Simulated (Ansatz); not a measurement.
## BaO (Fm-3m): from the cell to its phonons

Wanted: phonon frequencies of BaO (Fm-3m) and what follows from them.

Method: DFT LDA, scalar-relativistic, plane waves, PAW, in Ansatz 0.2.0.

The database entry behind the starting cell differs from later determinations by our own check (about 0.7 % short), so it need not match the best structure at ambient conditions.

### 1. Set-up

The structure is cubic, space group Fm-3m (No. 225). The conventional cell has a = 5.500 Å, b = 5.500 Å, c = 5.500 Å, α = 90.00°, β = 90.00°, γ = 90.00°. Ba has 6 O at 2.75 Å nearest. Nearest to O lie 6 Ba at 2.75 Å. Farther neighbours and most contacts between anions are not listed.

### 2. Bringing the structure to rest

The cell and atoms are relaxed, since residual forces and stress would shift the frequencies.

Contents of input.yaml:

```yaml
crystal:
  lattice:
    - [0.0, 2.75, 2.75]
    - [2.75, 0.0, 2.75]
    - [2.75, 2.75, 0.0]
  atoms:
    - { symbol: Ba, position: [0.0, 0.0, 0.0] }
    - { symbol: O, position: [0.5, 0.5, 0.5] }
kpoints:
  mp_grid: { grid: [8, 8, 8] }
hamiltonian:
  xc: lda
scf:
  occupations: { method: gaussian, width: 0.02 }
output:
  forces: true
  stress: true
  eigenvalues: true
relax:
  adjacent_minimum: "off"
  f_tol: 0.005
  max_steps: 80
  cell: { stress_tol: 0.05 }
```

Launch:

```sh
$ ansatz run input.yaml --threads 4 --pin off --max-ram 7168MiB --backend cpu --events-out ev --progress --plain --runs-dir out
```

Numbers of over 12 decimals in the logs are rounded to 6 here.

The log of the run:

```text
Engine: ansatz 0.2.0, aarch64-unknown-linux-gnu
Pseudopotentials: kind: paw
Pseudopotential: Ba, paw, valence charge 10, recommended cutoff 420 eV (normal), Ba.paw.azcp
Pseudopotential: O, paw, valence charge 6, recommended cutoff 420 eV (normal), O.paw.azcp
Functional definition: SPW92
  exchange = slater_x
  correlation = pw_c
Crystal: 2 atoms, lattice volume = 41.594 Å³
Basis set: ecut = 420 eV, 869 PW (Γ)
Bands: 12, of which v1, the nominal top of the filled ones, is band 8 counted from 1 (7 counted from 0)
Symmetry: 48 space group operations
Space group: Fm-3m (ITA 225), of the structure as read, at distance tolerance 3.5e-5 Å
k-points: 29 of 512
Non-local potential: Ba, projectors of the file, l = 0: 3, l = 1: 2, l = 2: 2, l = 3: 2
Non-local potential: O, projectors of the file, l = 0: 2, l = 1: 2, l = 2: 1
PAW form: soft (Blöchl's): semilocal exchange-correlation on the pseudo side does not see the compensation charge
PAW frozen core: Ba, regenerated for the run's functional, and the local potential with it (the file was generated under x = pbe(κ = 0.804, μ = 0.219515), c = pbe(β = 0.066725))
PAW frozen core: O, regenerated for the run's functional, and the local potential with it (the file was generated under x = pbe(κ = 0.804, μ = 0.219515), c = pbe(β = 0.066725))
PAW one-centre angular grid: Ba, 194 points (default); XC on 64 Gauss nodes
PAW one-centre angular grid: O, 110 points (default); XC on 64 Gauss nodes
Initial density: superposition of atomic densities (neutral atoms: chi_scale 0, normalization atom), corrected by the library's trained network
Initial wavefunctions: pseudopotential atomic-orbital guess
Functional: x = slater, c = lda
SCF iter   1: F=—  HF=-6337.609394 eV  |F-HF|=—  |Δ(HF+E_count)|=         —  Δρ=1.46e-2  dr2=9.67e-2  ethr=1.77e-3  ⟨swp⟩=8.8  Hψ=2938  notcnv=0
preconditioner: auto → none  [insulator: Δε(μ)=1.575 eV  Ē_g=13.089 eV  σ=0.020 eV  W_gap=1.00  n_scr=14 (ndim 8)  ℏωp=21.5 eV  f_vac=0.000  D(μ)=0.00/eV (n_scr^D=0)  ε∞_Penn≈3.7]
SCF iter   2: F=—  HF=-6337.588724 eV  |F-HF|=—  |Δ(HF+E_count)|=   2.07e-2  Δρ=2.96e-3  dr2=4.19e-3  ethr=6.04e-4  ⟨swp⟩=2.6  Hψ=764  notcnv=0
SCF iter   3: F=—  HF=-6337.587915 eV  |F-HF|=—  |Δ(HF+E_count)|=   8.10e-4  Δρ=7.89e-4  dr2=1.06e-4  ethr=2.62e-5  ⟨swp⟩=2.1  Hψ=530  notcnv=0
SCF iter   4: F=—  HF=-6337.587886 eV  |F-HF|=—  |Δ(HF+E_count)|=   2.82e-5  Δρ=1.43e-4  dr2=7.76e-6  ethr=6.64e-7  ⟨swp⟩=2.0  Hψ=447  notcnv=0
SCF iter   5: F=—  HF=-6337.587885 eV  |F-HF|=—  |Δ(HF+E_count)|=   1.16e-6  Δρ=1.81e-5  dr2=1.24e-7  ethr=4.85e-8  ⟨swp⟩=2.0  Hψ=449  notcnv=0
SCF iter   6: F=-6337.587885 eV  HF=-6337.587885 eV  |F-HF|=9.84e-9  |Δ(HF+E_count)|=   2.55e-8  Δρ=5.01e-6  dr2=1.10e-8  ethr=6.25e-10  ⟨swp⟩=4.8  Hψ=1483  notcnv=0
SCF 1 converged in 6 iterations: F = -6337.587885 eV  dr2 = 1.10e-8
  greatest PAW one-centre occupation: 0.956 electrons in one spin orbital (limit 2), on the Ba atom at site 0 (counted from 0), in its partial waves of l = 0
relax step   1: F+E_penalty+E_count = -6337.58788527 eV  Δ(F+E_penalty+E_count) = +0.000e0 eV  max|allowed force component| = 1.252e-29 eV/Å  Δτ_max = 0.0000 Å  P = -2.868 GPa  Ω = 41.594 Å³  (6 SCF iters, dr2 threshold 1.00e-7 eV, accepted)
Crystal: 2 atoms, lattice volume = 37.250 Å³
Basis set: ecut = 420 eV, 725 PW (Γ)
Initial density: handed on by an earlier stage of this run
Initial wavefunctions: those handed on with the density
iter 1 solved again at ethr=4.50e-5 eV; its pass at ethr=3.10e-3 eV (dr2=7.20e-3 eV) is discarded
SCF iter   1: F=—  HF=-6337.546297 eV  |F-HF|=—  |Δ(HF+E_count)|=         —  Δρ=5.45e-3  dr2=7.47e-3  ethr=4.50e-5  ⟨swp⟩=1.9  Hψ=3467  notcnv=0
preconditioner: auto → none  [insulator: Δε(μ)=1.395 eV  Ē_g=13.609 eV  σ=0.020 eV  W_gap=1.00  n_scr=8 (ndim 8)  ℏωp=22.8 eV  f_vac=0.000  D(μ)=0.00/eV (n_scr^D=0)  ε∞_Penn≈3.8]
SCF iter   2: F=—  HF=-6337.545260 eV  |F-HF|=—  |Δ(HF+E_count)|=   1.04e-3  Δρ=1.35e-3  dr2=3.63e-4  ethr=4.50e-5  ⟨swp⟩=2.0  Hψ=541  notcnv=0
SCF iter   3: F=—  HF=-6337.545387 eV  |F-HF|=—  |Δ(HF+E_count)|=   1.27e-4  Δρ=4.50e-4  dr2=4.52e-5  ethr=2.27e-6  ⟨swp⟩=1.8  Hψ=392  notcnv=0
SCF iter   4: F=—  HF=-6337.545407 eV  |F-HF|=—  |Δ(HF+E_count)|=   1.98e-5  Δρ=2.78e-5  dr2=1.36e-7  ethr=2.83e-7  ⟨swp⟩=2.5  Hψ=573  notcnv=0
iter 5 did not close the SCF: its close was put off for the readings that it lacked (scf_convergence_deferred on its scf_iter line)
SCF iter   5: F=-6337.545406 eV  HF=-6337.545406 eV  |F-HF|=7.09e-10  |Δ(HF+E_count)|=   3.36e-8  Δρ=1.78e-6  dr2=1.06e-9  ethr=8.51e-10  ⟨swp⟩=2.0  Hψ=552  notcnv=0
SCF iter   6: F=-6337.545406 eV  HF=-6337.545406 eV  |F-HF|=3.64e-12  |Δ(HF+E_count)|=  1.26e-10  Δρ=1.90e-7  dr2=5.11e-12  ethr=6.62e-12  ⟨swp⟩=1.9  Hψ=1029  notcnv=0
SCF 2 converged in 6 iterations: F = -6337.545406 eV  dr2 = 5.11e-12
  greatest PAW one-centre occupation: 0.957 electrons in one spin orbital (limit 2), on the Ba atom at site 0 (counted from 0), in its partial waves of l = 0
relax step   2: F+E_penalty+E_count = -6337.54540649 eV  Δ(F+E_penalty+E_count) = +4.248e-2 eV  max|allowed force component| = 4.273e-30 eV/Å  Δτ_max = 0.0000 Å  P = +7.859 GPa  Ω = 37.250 Å³  energy of the carried Pulay correction = +1.145e-2 eV  (6 SCF iters, dr2 threshold 2.00e-7 eV, rejected (line search))
Crystal: 2 atoms, lattice volume = 40.336 Å³
Basis set: ecut = 420 eV, 749 PW (Γ)
iter 1 solved again at ethr=3.64e-5 eV; its pass at ethr=3.10e-3 eV (dr2=5.82e-3 eV) is discarded
SCF iter   1: F=—  HF=-6337.604705 eV  |F-HF|=—  |Δ(HF+E_count)|=         —  Δρ=4.47e-3  dr2=5.93e-3  ethr=3.64e-5  ⟨swp⟩=1.6  Hψ=3313  notcnv=0
preconditioner: auto → none  [insulator: Δε(μ)=1.661 eV  Ē_g=13.287 eV  σ=0.020 eV  W_gap=1.00  n_scr=14 (ndim 8)  ℏωp=21.9 eV  f_vac=0.002  D(μ)=0.00/eV (n_scr^D=0)  ε∞_Penn≈3.7]
SCF iter   2: F=—  HF=-6337.603900 eV  |F-HF|=—  |Δ(HF+E_count)|=   8.06e-4  Δρ=9.83e-4  dr2=2.46e-4  ethr=3.64e-5  ⟨swp⟩=2.0  Hψ=536  notcnv=0
SCF iter   3: F=—  HF=-6337.603987 eV  |F-HF|=—  |Δ(HF+E_count)|=   8.73e-5  Δρ=3.24e-4  dr2=2.88e-5  ethr=1.54e-6  ⟨swp⟩=1.7  Hψ=421  notcnv=0
SCF iter   4: F=—  HF=-6337.604001 eV  |F-HF|=—  |Δ(HF+E_count)|=   1.38e-5  Δρ=2.73e-5  dr2=1.83e-7  ethr=1.80e-7  ⟨swp⟩=2.3  Hψ=515  notcnv=0
SCF iter   5: F=—  HF=-6337.604002 eV  |F-HF|=—  |Δ(HF+E_count)|=   1.06e-6  Δρ=1.08e-6  dr2=3.39e-10  ethr=1.14e-9  ⟨swp⟩=2.1  Hψ=522  notcnv=0
SCF iter   6: F=—  HF=-6337.604002 eV  |F-HF|=—  |Δ(HF+E_count)|=  9.55e-11  Δρ=3.02e-7  dr2=2.23e-11  ethr=1.00e-12  ⟨swp⟩=7.6  Hψ=1953  notcnv=0
SCF iter   7: F=-6337.604002 eV  HF=-6337.604002 eV  |F-HF|=9.09e-13  |Δ(HF+E_count)|=  9.09e-13  Δρ=4.89e-8  dr2=7.89e-13  ethr=1.00e-12  ⟨swp⟩=5.5  Hψ=1391  notcnv=0
SCF 3 converged in 7 iterations: F = -6337.604002 eV  dr2 = 7.89e-13
relax step   3: F+E_penalty+E_count = -6337.60400195 eV  Δ(F+E_penalty+E_count) = -1.612e-2 eV  max|allowed force component| = 2.810e-29 eV/Å  Δτ_max = 0.0000 Å  P = -0.360 GPa  Ω = 40.336 Å³  energy of the carried Pulay correction = +3.189e-3 eV  (7 SCF iters, accepted)
[...]
relax step   4: F+E_penalty+E_count = -6337.60463621 eV  Δ(F+E_penalty+E_count) = -6.343e-4 eV  max|allowed force component| = 5.851e-30 eV/Å  Δτ_max = 0.0000 Å  P = +0.021 GPa  Ω = 40.162 Å³  energy of the carried Pulay correction = +3.639e-3 eV  (6 SCF iters, dr2 threshold 2.00e-7 eV, accepted)
[...]
relax step   5: F+E_penalty+E_count = -6337.60146194 eV  Δ(F+E_penalty+E_count) = +3.174e-3 eV  max|allowed force component| = 7.297e-30 eV/Å  Δτ_max = 0.0000 Å  P = -0.108 GPa  Ω = 40.162 Å³  stress off target by 1.08e-1 GPa  SCF on the basis re-selected at this cell (its energy is not comparable with the rows above)  (6 SCF iters)
[...]
relax step   6: F+E_penalty+E_count = -6337.60160236 eV  Δ(F+E_penalty+E_count) = -1.404e-4 eV  max|allowed force component| = 8.250e-30 eV/Å  Δτ_max = 0.0000 Å  P = -0.004 GPa  Ω = 40.115 Å³  energy of the carried Pulay correction = +1.237e-4 eV  (6 SCF iters, dr2 threshold 2.94e-8 eV, accepted)
iter 1 solved again at ethr=3.15e-6 eV; its pass at ethr=3.10e-3 eV (dr2=5.03e-4 eV) is discarded
SCF iter   1: F=—  HF=-6337.601580 eV  |F-HF|=—  |Δ(HF+E_count)|=         —  Δρ=4.15e-6  dr2=6.76e-9  ethr=3.15e-6  ⟨swp⟩=2.1  Hψ=3641  notcnv=0
eigensolver tolerance schedule: the retry pair's looser diagonalisation over-reported the residual by 74480.79 of it (diagonalisation noise at an unbounded share of the residual, at the tolerance the schedule requests for it); recorded, not acted on — ethr = c·dr2/N_el stays at c = 1.0e-1
SCF iter   2: F=—  HF=-6337.601580 eV  |F-HF|=—  |Δ(HF+E_count)|=   9.71e-7  Δρ=4.44e-6  dr2=6.96e-9  ethr=4.22e-11  ⟨swp⟩=3.2  Hψ=802  notcnv=0
SCF iter   3: F=—  HF=-6337.601580 eV  |F-HF|=—  |Δ(HF+E_count)|=   1.08e-9  Δρ=2.36e-6  dr2=1.98e-9  ethr=4.22e-11  ⟨swp⟩=1.0  Hψ=348  notcnv=0
iter 4 did not close the SCF: its close was put off for the readings that it lacked (scf_convergence_deferred on its scf_iter line)
SCF iter   4: F=-6337.601580 eV  HF=-6337.601580 eV  |F-HF|=1.09e-11  |Δ(HF+E_count)|=  3.62e-10  Δρ=2.28e-7  dr2=1.57e-11  ethr=1.24e-11  ⟨swp⟩=2.0  Hψ=433  notcnv=0
iter 5 did not close the SCF: its close was put off for the readings that it lacked (scf_convergence_deferred on its scf_iter line)
SCF iter   5: F=-6337.601580 eV  HF=-6337.601580 eV  |F-HF|=4.55e-12  |Δ(HF+E_count)|=  9.09e-13  Δρ=1.06e-7  dr2=4.90e-12  ethr=1.00e-12  ⟨swp⟩=1.0  Hψ=348  notcnv=0
iter 6 did not close the SCF: its close was put off for the readings that it lacked (scf_convergence_deferred on its scf_iter line)
SCF iter   6: F=-6337.601580 eV  HF=-6337.601580 eV  |F-HF|=6.37e-12  |Δ(HF+E_count)|=  2.73e-12  Δρ=6.44e-8  dr2=1.69e-12  ethr=1.00e-12  ⟨swp⟩=1.0  Hψ=348  notcnv=0
iter 7 did not close the SCF: its close was put off for the readings that it lacked (scf_convergence_deferred on its scf_iter line)
SCF iter   7: F=-6337.601580 eV  HF=-6337.601580 eV  |F-HF|=9.09e-13  |Δ(HF+E_count)|=  3.64e-12  Δρ=3.37e-8  dr2=4.63e-13  ethr=1.00e-12  ⟨swp⟩=1.0  Hψ=348  notcnv=0
SCF iter   8: F=-6337.601580 eV  HF=-6337.601580 eV  |F-HF|=0.00e0  |Δ(HF+E_count)|=    0.00e0  Δρ=1.05e-8  dr2=4.41e-14  ethr=1.00e-12  ⟨swp⟩=3.1  Hψ=1267  notcnv=0
SCF 7 converged in 8 iterations: F = -6337.601580 eV  dr2 = 4.41e-14
relax step   7: F+E_penalty+E_count = -6337.60157951 eV  Δ(F+E_penalty+E_count) = +2.284e-5 eV  max|allowed force component| = 9.631e-30 eV/Å  Δτ_max = 0.0000 Å  P = -0.006 GPa  Ω = 40.115 Å³  stress off target by 6.46e-3 GPa  SCF on the basis re-selected at this cell (its energy is not comparable with the rows above)  (8 SCF iters)
basis re-selected at this cell: Δ(F+E_penalty+E_count) = +2.284e-5 eV, ΔP = -0.002 GPa vs the last step (what re-selecting the basis moved, of the pressure what is left beyond the Pulay correction that the steps carried, after the strain that the cell walked since its last selection, with what the two solves' SCF thresholds leave and, on support functions, any second-order correction that the steps lacked; it is no m [...]
SCF converged after 8 iterations
Free energy (F): -6337.601580 eV
Harris-Foulkes:  -6337.601580 eV  (|F-HF|=0.00e0)
Internal energy: -6337.601580 eV  (E = F + TS)
E sigma→0 (E₀):  -6337.601580 eV
Fermi energy:    9.857302 eV
--- Per-component energies (eV) ---
  E_band       = -8.012475
  E_kinetic    = 345.208750
  E_local      = -539.236525  (includes V_loc(G=0)·N_el)
  E_nonlocal   = 110.212761
  E_hartree    = 191.387112
  E_xc         = -241.652518
  E_vxc        = -232.007076  (∫ρ·V_xc dr)
  E_paw        = -5204.478236  (= ΣΔE_a)
  E_vpaw       = -74.967059  (= ΣTr[D̂ρ^β])
  E_aug_tail   = 0.002454  (compensation charges beyond the density's cutoff)
  E_ewald      = -999.424815
  E_core_change = 0.379437  (= ΣΔE_core)
  E_smearing   = -0.000000  (= −TS)
  E_closure    = 0.000000  (closes the sum)
  Σ components = -6337.601580   (vs F -6337.601580, Δ=0.00e0)
--- Forces (eV/Å), atoms counted from 1 ---
  atom   1  Ba     0.00000000    -0.00000000     0.00000000
  atom   2  O      0.00000000    -0.00000000     0.00000000
  max |Σ_I F_I| component: 2.07e-29 eV/Å
--- Stress (GPa, compression-positive) ---
       -0.006464      -0.000000      -0.000000
       -0.000000      -0.006464      -0.000000
       -0.000000      -0.000000      -0.006464
  P = ⅓ Tr σ = -0.0065 GPa (-0.065 kbar)
--- Band table (eV; the first three rows and the last of 29) ---
  k-point 0: bands = [... 4 lower, -1.0844, 8.3717, 8.3717, 8.3717, 12.6120, 13.6469, 13.6469, 13.6469]
  k-point 1: bands = [... 4 lower, -1.1050, 8.0343, 8.1710, 8.1710, 13.2287, 13.4451, 13.9282, 13.9282]
  k-point 2: bands = [... 4 lower, -1.1536, 7.4052, 7.7427, 7.7427, 13.2379, 14.7045, 14.7045, 14.8917]
  k-point 28: bands = [... 4 lower, -1.1424, 7.3782, 8.7447, 8.7447, 13.3937, 13.3937, 16.1633, 18.4343]
--- Relaxed structure (5 steps of the walk, 4 accepted, 2 SCFs on fresh bases) ---
  F+E_penalty+E_count = -6337.60157951 eV   max|allowed force component| = 9.631e-30 eV/Å   (the final SCF, on the basis selected at the relaxed cell)
  cell:  # Å, volume = 40.1147 Å³
    - [0, 2.717009, 2.717009]
    - [2.717009, 0, 2.717009]
    - [2.717009, 2.717009, 0]
  atoms:
    - { symbol: Ba, position: [0, 0, 0] }
    - { symbol: O, position: [0.5, 0.5, 0.5] }
```

The job ended after 3.2 s (4 threads of Arm Neoverse V1, shared host; peak memory 0.26 GiB; 10 s of CPU time).

Step by step:

```csv
step,energy less that of the first step (eV),largest force component (eV/Å),pressure (GPa),volume (Å³)
1,0.0000,0.0000,-2.87,41.59
2,0.0425,0.0000,7.86,37.25
3,-0.0161,0.0000,-0.36,40.34
4,-0.0168,0.0000,0.02,40.16
5*,-0.0136,0.0000,-0.11,40.16
6,-0.0137,0.0000,0.00,40.11
7*,-0.0137,0.0000,-0.01,40.11
```

Relaxation steps marked * repeat the geometry before them on a plane-wave basis chosen anew for their cell, so energy and pressure can jump there. Relaxation step 2 was tried and not accepted.

Forces are held to the 48 operations that the run works with; a distortion that breaks them can't arise in this run.

```csv
"conventional cell, symmetrised",before,after,change
a (Å),5.500,5.434,-1.2 %
b (Å),5.500,5.434,-1.2 %
c (Å),5.500,5.434,-1.2 %
volume (Å³/atom),20.80,20.06,-3.6 %
```

The relaxed structure:

```
Ba O
1.0
     0.00000    2.71701    2.71701
     2.71701    0.00000    2.71701
     2.71701    2.71701    0.00000
Ba O
1 1
Direct
  0.00000 0.00000 0.00000
  0.50000 0.50000 0.50000
```

Numbers from this step:

| Item | Value |
| --- | --- |
| pressure | -0.006464 GPa |
| gap on the k-mesh | 1.685 eV |
| volume per atom | 20.06 Å³ |
| direct gap on mesh | 1.685 eV |

In this step the volume went from 20.80 to 20.06 Å³/atom.

### 3. Relaxing to small forces for the phonons

Phonons need a cell at rest on their own settings, so the relaxation is repeated with tight tolerances on forces and stress on the k mesh and occupations of the first response run.

input.yaml, the sections that differ from step 2:

```yaml
crystal:
  lattice:
    - [0.0, 2.7170090071, 2.7170090071]
    - [2.7170090071, 0.0, 2.7170090071]
    - [2.7170090071, 2.7170090071, 0.0]
  atoms:
    - { symbol: Ba, position: [0.0, 0.0, 0.0] }
    - { symbol: O, position: [0.5, 0.5, 0.5] }
scf:
  occupations: { method: fixed }
relax:
  adjacent_minimum: "off"
  f_tol: 0.001
  max_steps: 60
  cell: { stress_tol: 0.01 }
# kpoints, hamiltonian, output: as in step 2
```

The log of the run:

```text
[...]
Crystal: 2 atoms, lattice volume = 40.115 Å³
Basis set: ecut = 420 eV, 749 PW (Γ)
Bands: 12, of which v1, the nominal top of the filled ones, is band 8 counted from 1 (7 counted from 0)
Symmetry: 48 space group operations
[...]
k-points: 29 of 512
[...]
k-point 28: bands = [... 4 lower, -1.1424, 7.3782, 8.7447, 8.7447, 13.3937, 13.3937, 16.1633, 18.4343]
--- Relaxed structure (1 steps of the walk, 1 accepted, 1 SCFs on fresh bases) ---
[...]
cell:  # Å, volume = 40.1147 Å³
    - [0.0, 2.7170090071, 2.7170090071]
    - [2.7170090071, 0.0, 2.7170090071]
    - [2.7170090071, 2.7170090071, 0.0]
  atoms:
    - { symbol: Ba, position: [0.0, 0.0, 0.0] }
    - { symbol: O, position: [0.5, 0.5, 0.5] }
[key lines of the parts left out:]
SCF converged after 7 iterations
Free energy (F): -6337.601580 eV
Fermi energy:    9.014995 eV
P = ⅓ Tr σ = -0.0065 GPa (-0.065 kbar)
```

Wall time 0.99 s (4 threads); peak memory 0.24 GiB.

Little changed from the start: no atom moved by 0.005 Å and no cell edge by 0.1 %.

This step gave:

```
pressure : -0.006465 GPa
```

The forces vanish by symmetry and the pressure is -0.006 GPa, within the tolerances set. The cell now holds 20.06 Å³/atom.

(Continued in part 2 of 3.)

[Logs are printed without paths, hosts, clocks, repeated set-up lines and the standing remarks that a program may print on its own settings, such as how far it seeks lower states.]

[Hosts, paths, dates, database ids (printed as entryN), source tags and the programs' standing remarks are cut or masked in the printed files.]
